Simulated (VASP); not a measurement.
# Ge (Fd-3m) in VASP: further runs

Runs on Ge. Level: LDA. Tasks: relaxation of cell and atoms, single point.

All numbers are computed with VASP 6.6.1; they aren't measurements. Logs are shortened: lines on timing, memory, paths and dates and some standing lists are left out, and cuts for length are marked.

**Experimental background.**

“Electronic and optical properties of SixGe1-x-ySny alloys lattice-matched to Ge”, 2021, arxiv:2109.02782 reports, for a bulk crystal of Ge at 300 K: band gap 0.807 eV (direct).

The runs below are set against these values where they give the same quantity.

### Step 1. The structure

It takes space group Fd-3m (No. 227, cubic). The conventional cell has a = 5.658 Å, b = 5.658 Å, c = 5.658 Å, α = 90.00°, β = 90.00°, γ = 90.00°. Around Ge (site symmetry -43m) lie 4 Ge at 2.45 Å.

### Step 2. Relaxation of cell and atoms, LDA

INCAR reads:

```
SYSTEM = Ge
ALGO     = Normal         ! electronic algorithm
EDIFF    = 1E-7           ! SCF threshold, eV
EDIFFG   = -0.002         ! ionic threshold
ENCUT    = 350            ! plane-wave cutoff, eV
GGA      = CA             ! functional
IBRION   = 2              ! ionic algorithm
ISIF     = 3              ! what is computed and relaxed
ISMEAR   = 0              ! smearing method
LASPH    = .TRUE.         ! aspherical terms in the spheres
LCHARG   = .FALSE.        ! write CHGCAR
LREAL    = .FALSE.        ! projectors in reciprocal space
LWAVE    = .FALSE.        ! write WAVECAR
NELM     = 60             ! most SCF steps
NSW      = 80             ! ionic steps
PREC     = Accurate       ! precision mode
SIGMA    = 0.02           ! smearing width, eV
```

KPOINTS reads:

```
k-points
0
G
  6 6 6
  0 0 0
```

POSCAR reads:

```
Ge
1.0
    0.0000000000      2.8289100000      2.8289100000
    2.8289100000      0.0000000000      2.8289100000
    2.8289100000      2.8289100000      0.0000000000
Ge
2
Direct
    0.0000000000      0.0000000000      0.0000000000
    0.2500000000      0.2500000000      0.2500000000
```

Potentials or basis: VASP PAW LDA potentials, release 64 (Ge_d).

The run is started by

```console
$ cat potpaw_LDA.64/Ge_d/POTCAR > POTCAR
$ mpirun -np 1 vasp_std > vasp.out
```

OUTCAR:

```text
SYSTEM = Ge
   EDIFF = 1E-7
   EDIFFG = -0.002
   ENCUT = 350
   GGA = CA
   IBRION = 2
   ISIF = 3
   ISMEAR = 0
   LASPH = .TRUE.
   LREAL = .FALSE.
   NELM = 60
   NSW = 80
   PREC = Accurate

 ion  position               nearest neighbor table
   1  0.000  0.000  0.000-   2 2.45   2 2.45   2 2.45   2 2.45
   2  0.250  0.250  0.250-   1 2.45   1 2.45   1 2.45   1 2.45

  LATTYP: Found a face centered cubic cell.
 ALAT       =     5.6578200000

  Lattice vectors:

 A1 = (   0.0000000000,   2.8289100000,   2.8289100000)
 A2 = (   2.8289100000,   0.0000000000,   2.8289100000)
 A3 = (   2.8289100000,   2.8289100000,   0.0000000000)

Analysis of symmetry for initial positions (statically):
=====================================================================
 Subroutine PRICEL returns:
 Original cell was already a primitive cell.

 Routine SETGRP: Setting up the symmetry group for a
 face centered cubic supercell.

 Subroutine GETGRP returns: Found 48 space group operations
 (whereof 24 operations were pure point group operations)
 out of a pool of 48 trial point group operations.

The static configuration has the point symmetry T_d .
 The point group associated with its full space group is O_h .

Analysis of symmetry for dynamics (positions and initial velocities):
=====================================================================
 Subroutine PRICEL returns:
 Original cell was already a primitive cell.

 Routine SETGRP: Setting up the symmetry group for a
 face centered cubic supercell.

 Subroutine GETGRP returns: Found 48 space group operations
 (whereof 24 operations were pure point group operations)
 out of a pool of 48 trial point group operations.

The dynamic configuration has the point symmetry T_d .
 The point group associated with its full space group is O_h .

 Subroutine INISYM returns: Found 48 space group operations
 (whereof 24 operations are pure point group operations),
 and found     1 'primitive' translations

----------------------------------------------------------------------------------------

                                     Primitive cell

  volume of cell :      45.2780

  direct lattice vectors                    reciprocal lattice vectors
     0.000000000  2.828910000  2.828910000    -0.176746521  0.176746521  0.176746521
     2.828910000  0.000000000  2.828910000     0.176746521 -0.176746521  0.176746521
     2.828910000  2.828910000  0.000000000     0.176746521  0.176746521 -0.176746521

  length of vectors
     4.000682889  4.000682889  4.000682889     0.306133954  0.306133954  0.306133954

  position of ions in fractional coordinates (direct lattice)
     0.000000000  0.000000000  0.000000000
     0.250000000  0.250000000  0.250000000

  ion indices of the primitive-cell ions
   primitive index   ion index
                 1           1
                 2           2

----------------------------------------------------------------------------------------

 KPOINTS: k-points

Automatic generation of k-mesh.
 Grid dimensions read from file:
 generate k-points for:    6    6    6

 Generating k-lattice:

  Cartesian coordinates                     Fractional coordinates (reciprocal lattice)
    -0.029457753  0.029457753  0.029457753     0.166666667  0.000000000  0.000000000
     0.029457753 -0.029457753  0.029457753     0.000000000  0.166666667  0.000000000
     0.029457753  0.029457753 -0.029457753     0.000000000  0.000000000  0.166666667

  Length of vectors
     0.051022326  0.051022326  0.051022326

  Shift w.r.t. Gamma in fractional coordinates (k-lattice)
     0.000000000  0.000000000  0.000000000

 Subroutine IBZKPT returns following result:
 ===========================================

 Found     16 irreducible k-points:

 Following reciprocal coordinates:
            Coordinates               Weight
  0.000000  0.000000  0.000000      1.000000
  0.166667  0.000000  0.000000      8.000000
  0.333333  0.000000  0.000000      8.000000
  0.500000  0.000000  0.000000      4.000000
  0.166667  0.166667  0.000000      6.000000
  0.333333  0.166667  0.000000     24.000000
[... 8 lines left out ...]
 -0.333333  0.333333  0.166667     24.000000
 -0.333333  0.500000  0.166667     12.000000
   k-points           NKPTS =     16   k-points in BZ     NKDIM =     16   number of bands    NBANDS=     18
   number of dos      NEDOS =    301   number of ions     NIONS =      2
   total plane-waves  NPLWV =  13824
   dimension x,y,z NGX =    24 NGY =   24 NGZ =   24
   dimension x,y,z NGXF=    48 NGYF=   48 NGZF=   48
   ions per type =               2
   NGX,Y,Z   is equivalent  to a cutoff of   9.97,  9.97,  9.97 a.u.
   NGXF,Y,Z  is equivalent  to a cutoff of  19.95, 19.95, 19.95 a.u.
 SYSTEM =  Ge
   PREC   = accura    normal or accurate (medium, high low for compatibility)
   ISTART =      0    job   : 0-new  1-cont  2-samecut
   ICHARG =      2    charge: 1-file 2-atom 10-const
   ISPIN  =      1    spin polarized calculation?
   LNONCOLLINEAR =      F non collinear calculations
   LSORBIT =      F    spin-orbit coupling
   LASPH  =      T    aspherical Exc in radial PAW
   ENCUT  =  350.0 eV  25.72 Ry    5.07 a.u.   6.10  6.10  6.10*2*pi/ulx,y,z
   NELM   =     60;   NELMIN=  2; NELMDL= -5     # of ELM steps
   EDIFF  = 0.1E-06   stopping-criterion for ELM
   LREAL  =      F    real-space projection
   EDIFFG = -.2E-02   stopping-criterion for IOM
   NSW    =     80    number of steps for IOM
   IBRION =      2    ionic relax: 0-MD 1-quasi-New 2-CG
   NFREE  =      1    steps in history (QN), initial steepest desc. (CG)
   ISIF   =      3    stress and relaxation
   ISYM   =      2    0-nonsym 1-usesym 2-fastsym
   POTIM  = 0.5000    time-step for ionic-motion
   TEBEG  =    0.0;   TEEND  =   0.0 temperature during run
   PSTRESS=    0.0 pullay stress
   NELECT =      28.0000    total number of electrons
   NUPDOWN=      -1.0000    fix difference up-down
   EMIN   =  10.00;   EMAX   =-10.00  energy-range for DOS
   EFERMI =   0.00;   METHOD = LEGACY
   ISMEAR =     0;   SIGMA  =   0.02  broadening in eV -4-tet -1-fermi 0-gaus
   EFERMI_NEDOS =   21; number of points for ismear=-14 and -15
   IALGO  =     38    algorithm
   IMIX   =      4    mixing-type and parameters
     AMIX     =   0.40;   BMIX     =  1.00
     AMIX_MAG =   1.60;   BMIX_MAG =  1.00
  volume/ion in A,a.u.               =      22.64       152.78
  Fermi-wavevector in a.u.,A,eV,Ry     =   1.394756  2.635708 26.468033  1.945346
  Thomas-Fermi vector in A             =   2.518275
   LORBIT       =      0    0 simple, 1 ext, 2 COOP (PROOUT), +10 PAW based schemes
   GGA     = CA    functional components
   LHFCALC =     F    Hartree Fock is set to
   AEXX    =    0.0000 exact exchange contribution
   IVDW    =     0    specifies the selected vdW correction
   LEPSILON=     F    determine dielectric tensor
   LRPA    =     F    only Hartree local field effects (RPA)
 conjugate gradient relaxation of ions
 non-spin polarized calculation
 Gauss-broadening in eV      SIGMA  =   0.02
  energy-cutoff  :      350.00
  volume of cell :       45.28
 maximum number of plane-waves:       692
   NGX = 13   NGY = 13   NGZ = 13

--------------------------------------- Ionic step        1  -------------------------------------------

 number of electron      27.9999922 magnetization

 Free energy of the ion-electron system (eV)
  ---------------------------------------------------
  ext. energy  EPLUGINS =         0.00000000
  ---------------------------------------------------
  free energy    TOTEN  =       -10.34434982 eV

  energy without entropy =      -10.34420690  energy(sigma->0) =      -10.34427836

------------------------ aborting loop because EDIFF is reached ----------------------------------------

  FORCE on cell =-STRESS in cart. coord.  units (eV):
  Direction    XX          YY          ZZ          XY          YZ          ZX
  --------------------------------------------------------------------------------------
  -------------------------------------------------------------------------------------
  Total       -0.3192221     -0.3192221     -0.3192221      0.0000000      0.0000000      0.0000000
  in kB      -11.2957764    -11.2957764    -11.2957764      0.0000000      0.0000000      0.0000000
  external PRESSURE =     -11.2957764 kB  Pullay stress =       0.0000000 kB

 VOLUME and BASIS-vectors are now :
 -----------------------------------------------------------------------------
  energy-cutoff  :      350.00
  volume of cell :       45.28
      direct lattice vectors                 reciprocal lattice vectors
     0.000000000  2.828910000  2.828910000    -0.176746521  0.176746521  0.176746521
     2.828910000  0.000000000  2.828910000     0.176746521 -0.176746521  0.176746521
     2.828910000  2.828910000  0.000000000     0.176746521  0.176746521 -0.176746521
[... 73 lines left out ...]
 POSITION                                       TOTAL-FORCE (eV/Angst)
 -----------------------------------------------------------------------------------
      0.00000      0.00000      0.00000         0.000000      0.000000      0.000000
      1.40573      1.40573      1.40573        -0.000000     -0.000000     -0.000000
 -----------------------------------------------------------------------------------
    total drift:                               -0.000000      0.000000      0.000000

  FREE ENERGIE OF THE ION-ELECTRON SYSTEM (eV)
  ---------------------------------------------------
  free  energy   TOTEN  =       -10.3470159646 eV

  energy  without entropy=      -10.3469025635  energy(sigma->0) =      -10.34695926

--------------------------------------- Ionic step        4  -------------------------------------------

 number of electron      27.9999920 magnetization

 Free energy of the ion-electron system (eV)
  ---------------------------------------------------
  ext. energy  EPLUGINS =         0.00000000
  ---------------------------------------------------
  free energy    TOTEN  =       -10.34702156 eV

  energy without entropy =      -10.34692313  energy(sigma->0) =      -10.34697234

 E-fermi :   4.9403     XC(G=0): -10.3743

 val. band max:        4.9203803308   @ k =   0.0000   0.0000   0.0000
 cond. band min:       4.9504287510   @ k =   0.0000   0.0000   0.0000
 fundamental gap:      0.0300484201
 Fermi energy:         4.9403285247

 k-point     1 :       0.0000    0.0000    0.0000
  band No.  band energies     occupation
      1     -20.0305      2.00000
      2     -20.0305      2.00000
      3     -20.0305      2.00000
      4     -19.9925      2.00000
      5     -19.9925      2.00000
      6     -19.7713      2.00000
[... 10 lines left out ...]
     17       7.4512      0.00000
     18       7.4512      0.00000
[... 335 lines left out ...]
 POSITION                                       TOTAL-FORCE (eV/Angst)
 -----------------------------------------------------------------------------------
      0.00000      0.00000      0.00000        -0.000000     -0.000000     -0.000000
      1.40551      1.40551      1.40551         0.000000      0.000000      0.000000
 -----------------------------------------------------------------------------------
    total drift:                               -0.000000      0.000000      0.000000

  FREE ENERGIE OF THE ION-ELECTRON SYSTEM (eV)
  ---------------------------------------------------
  free  energy   TOTEN  =       -10.3470215571 eV

  energy  without entropy=      -10.3469231265  energy(sigma->0) =      -10.34697234

 reached required accuracy - stopping structural energy minimisation
```

It took 16 s on 1 thread of AMD EPYC 7R13 (Zen 3), shared host; peak memory 0.09 GiB.

The run converged, but some of its settings lie outside the range that counts as converged, so its numbers aren't taken as properties of the crystal.

Results:

- Free energy: -10.3470 eV
- Relaxed volume: 22.21 Å³/atom
- Relaxed cell: a = 3.975 Å, b = 3.975 Å, c = 3.975 Å, α = 60.00°, β = 60.00°, γ = 60.00°
- Space group after relaxing (to 0.05 Å): Fd-3m (No. 227)
- Energy gained by relaxing: 1.3 meV/atom
- Ionic steps: 4
- Band gap on the k mesh: 0.03 eV, direct

Caveat: the cutoff is under 1.25 times the usual one of these potentials, so pressure, stress and relaxed cells hold a basis-set (Pulay) error.

(Part 1 of 2 ends here.)
